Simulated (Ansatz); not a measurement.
NaF built on the zincblende prototype, relaxed with r2SCAN, was run in Ansatz under altered settings. All numbers are computed, without spin polarisation but where a row says otherwise.

```xyz
2
Lattice="0.0000 2.5313 2.5313 2.5313 0.0000 2.5313 2.5313 2.5313 0.0000" Properties=species:S:1:pos:R:3 pbc="T T T"
Na    0.0000    0.0000    0.0000
F     1.2656    1.2656    1.2656
```

The base run's other keys:
```yaml
kpoints:
  mp_grid: { grid: [4, 4, 4] }
hamiltonian:
  xc: hse06
scf:
  occupations: { method: fixed }
  n_extra_bands: 4
```

It takes 13 iterations with 609 plane waves at 420 eV and 8 k points, and leaves a mean stress of +0.74 GPa. The gap over this mesh is 7.664 eV.

Outcomes, with energy and stress as changes against the base:
```tsv
setting	outcome	ΔF (meV/atom)	Δ mean stress (GPa)	gap on the mesh (eV)	iterations
PBE hybrid, exx coeff 0.1, omega 0.1 1/Å	converged	–	+0.7	6.582	11
PBE hybrid, exx coeff 0.05, omega 0.2078 1/Å	converged	–	+1.0	6.027	11
scf.exx.singularity: none	converged	-0.5	0.0	7.664	13
PBE hybrid, exx coeff 0.75, omega 0.3 1/Å	converged	–	-2.2	11.133	19
scf.eigensolver.kind: dense	converged	0.0	0.0	7.664	13
```
A dash marks a value that wasn't obtained or can't be compared. Stress is positive in compression.

- PBE hybrid, exx coeff 0.1, omega 0.1 1/Å. That is 10 % exact exchange, screened with ω = 0.1 1/Å, against HSE06's 25 % screened at 0.208 1/Å. The mean stress moves by +0.7 GPa and the gap on the mesh by -1.083 eV (to 6.582). Totals of different functionals aren't comparable. The program warns that on this mesh the truncation of the exchange isn't bounded, so part of the change can be an error of the mesh.
- PBE hybrid, exx coeff 0.05, omega 0.2078 1/Å. That is 5 % exact exchange, screened with ω = 0.2078 1/Å, against HSE06's 25 % screened at 0.208 1/Å. The mean stress moves by +1.0 GPa and the gap on the mesh by -1.637 eV (to 6.027). Totals of different functionals aren't comparable.
- PBE hybrid, exx coeff 0.75, omega 0.3 1/Å. That is 75 % exact exchange, screened with ω = 0.3 1/Å, against HSE06's 25 % screened at 0.208 1/Å. The mean stress moves by -2.2 GPa and the gap on the mesh by +3.469 eV (to 11.133). Totals of different functionals aren't comparable.

Within 1 meV an atom, 0.1 GPa and 0.005 eV of the base stay: scf.exx.singularity: none; scf.eigensolver.kind: dense.

The program warns that its thresholds are loose for a hybrid's stress.

The meshes of the hybrids are coarse, so their gaps aren't converged to the digits shown.
